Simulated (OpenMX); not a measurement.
## CoO under changes of volume

One of the cells (9.684 Å³/atom); the others are scaled copies at fixed shape and fractional positions:

```
Co O
1.0
     0.00000    2.13150    2.13150
     2.13150    0.00000    2.13150
     2.13150    2.13150    0.00000
Co O
1 1
Direct
  0.00000 0.00000 0.00000
  0.50000 0.50000 0.50000
```

| Item | Value |
| --- | --- |
| Program | OpenMX 3.8.5 |
| Functional | LDA |
| Potentials or basis | OpenMX 2013 LDA set, Co6.0H-s3p2d2, O6.0-s2p2d1, fixed grid of 32 × 32 × 32 points |
| k mesh | 11 × 11 × 11 |
| Occupations | fermi-dirac, width 0.05 eV |
| Spin | collinear spin, ferromagnetic start |
| Starting moments | [2.0, 0.0] μB |

```csv
volume (Å³/atom),energy over the lowest point (meV/atom),moment (μB per cell)
9.103,0.00,2.55
9.297,12.13,2.73
9.490,27.89,2.80
9.684,47.54,2.85
9.878,70.83,2.90
10.071,97.29,2.94
10.265,?,?
```

Q: What does the run at 10.265 Å³/atom give?

A: Energy over the lowest point 126.44 meV/atom; moment 2.97 μB per cell.

Worked out: A Birch-Murnaghan fit of order 3 (a polynomial in V^(-2/3)) to the other rows has no minimum within the range. It gives 127.24 meV/atom at 10.265 Å³/atom, against the run's 126.44. A parabola through the other rows of the moment, of slope -0.134 μB per Å³/atom there, extrapolates to 2.92 μB, against the run's 2.97.

Energies are extrapolated to zero smearing.

Caveats: the basis of atomic orbitals isn't converged, which shifts pressures, moduli and gaps; a cell with one magnetic atom can't hold antiferromagnetic order, which such compounds often take.
